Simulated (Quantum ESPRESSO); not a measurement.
The system is TaN.

```xyz
2
Lattice="0.0000 2.2113 2.2113 2.2113 0.0000 2.2113 2.2113 2.2113 0.0000" Properties=species:S:1:pos:R:3 pbc="T T T"
Ta    2.2113    2.2113    2.2113
N     0.0000    0.0000    0.0000
```

The cell comes from a database or a generator and needn't be the stable form of this composition.

Base run:

- Program: Quantum ESPRESSO 7.5
- Functional: PBEsol
- Potentials or basis: GBRV 1.5 PBEsol
- Cutoff: 762 eV
- Density cutoff: 6095 eV
- k mesh: 10 × 10 × 10
- Occupations: fermi-dirac, width 0.05 eV
- Spin: no spin polarisation
- Hubbard terms: Ta d U = 1 eV

Its results: band gap on the k mesh none (metal or under the smearing width); pressure -10.0 GPa.

After a change of settings the same cell gave: band gap on the k mesh none (metal or under the smearing width); pressure -2.4 GPa. Which change was it?
A. hubbard terms from Ta d U = 1 eV to none
B. hubbard terms from Ta d U = 1 eV to Ta d U = 3 eV
C. hubbard terms from Ta d U = 1 eV to Ta d U = 8 eV
D. potentials or basis from GBRV 1.5 PBEsol to PseudoDojo 0.4.1 SR PBE standard; cutoff from 762 eV to 1143 eV; density cutoff from 6095 eV to 4572 eV; hubbard terms from Ta d U = 1 eV to none; hubbard projectors from ortho-atomic to none

C.

Caveats: U without spin polarisation on a metal has little footing.
